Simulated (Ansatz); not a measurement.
## MgO (Fm-3m): G0W0 and the choice of datasets

```cif
data_structure
_symmetry_space_group_name_H-M 'P 1'
_symmetry_Int_Tables_number 1
_cell_length_a 2.8727
_cell_length_b 2.8727
_cell_length_c 2.8727
_cell_angle_alpha 60.000
_cell_angle_beta 60.000
_cell_angle_gamma 60.000
_cell_volume 16.76
loop_
_atom_site_label
_atom_site_type_symbol
_atom_site_fract_x
_atom_site_fract_y
_atom_site_fract_z
_atom_site_occupancy
Mg1 Mg 0.00000 0.00000 0.00000 1
O1 O 0.50000 0.50000 0.50000 1
```

Held fixed (Ansatz):

- orbitals: r²SCAN
- k mesh: 4×4×4
- empty bands: 108
- response cutoff: 200 eV
- frequencies: contour deformation
- q → 0 term: analytic weight of Carrier, Rohra and Görling
- band sums: cut at the band count

The gap is read direct at Γ, linearised, between the Kohn-Sham band edges among the points solved. The direct gap is read between the top filled and lowest empty Kohn-Sham band at Γ. ε∞ is the electronic dielectric constant on this mesh.

(1) Taking all-electron, 4620 eV as the reference, which of the others (hard PAW, 700 eV; hand-made PAW, accurate, 900 eV; hand-made PAW, 1050 eV; JTH PAW, 700 eV; soft PAW (1st gen.), 500 eV; norm-conserving, 1290 eV) gives the gap farthest from it?

## Answers

(1) Farthest from all-electron, 4620 eV in the G0W0 gap: norm-conserving, 1290 eV (-0.11 eV). The nearest differs by 0.000 eV.

```tsv
datasets, wave cutoff	KS gap (eV)	G0W0 gap (eV)	direct at Γ (eV)	ε∞
all-electron, 4620 eV	6.80	9.13	9.13	2.8
hard PAW, 700 eV	6.80	9.13	9.13	2.8
hand-made PAW, accurate, 900 eV	6.79	9.16	9.16	2.8
hand-made PAW, 1050 eV	6.80	9.16	9.16	2.8
JTH PAW, 700 eV	6.81	9.14	9.14	2.8
soft PAW (1st gen.), 500 eV	6.81	9.11	9.11	2.8
norm-conserving, 1290 eV	6.79	9.03	9.03	2.8
```

The cell is a model at fixed atoms and needn't be the relaxed known crystal. The PAW or pseudopotential files were made with PBE. Soft PAW datasets can miss an all-electron G0W0 gap by more than 5 %. With norm-conserving pseudopotentials the core–valence exchange is only approximate, which can shift gaps by tenths of an eV and RPA lattice constants by most of a per cent. The mesh is coarse, so these are values at the stated settings, not converged ones. Band sums or response are cut, so the gap isn't at its basis limit. With r²SCAN or HSE06 the Kohn-Sham levels are generalised ones.
